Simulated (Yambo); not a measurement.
The system is SiC (Moissanite).

```
CELL_PARAMETERS angstrom
3.07600 0.00000 0.00000
-1.53800 2.66389 0.00000
0.00000 0.00000 5.04800
ATOMIC_POSITIONS crystal
Si 0.66667 0.33333 0.50000
Si 0.33333 0.66667 0.00000
C 0.66667 0.33333 0.88500
C 0.33333 0.66667 0.38500
```

Base run:

| Property | Result |
| --- | --- |
| Program | Yambo 5.3.0 |
| Functional | PBEsol |
| Potentials or basis | PseudoDojo 0.4.1 SR PBEsol standard |
| Cutoff | 1116 eV |
| Density cutoff | 4463 eV |
| k mesh | 6 × 6 × 4 |
| Occupations | fixed |
| Spin | no spin polarisation |

Its results: band gap on the k mesh, mean-field level 2.17 eV, indirect (least direct gap 3.96 eV).

**Question.** The run is repeated on the same cell with these changes: functional from PBEsol to LDA; potentials or basis from PseudoDojo 0.4.1 SR PBEsol standard to PseudoDojo 0.4.1 SR LDA standard. What comes out?

**Answer.** Band gap on the k mesh, mean-field level 2.23 eV, indirect (least direct gap 4.00 eV).

A k mesh can miss the band edges.
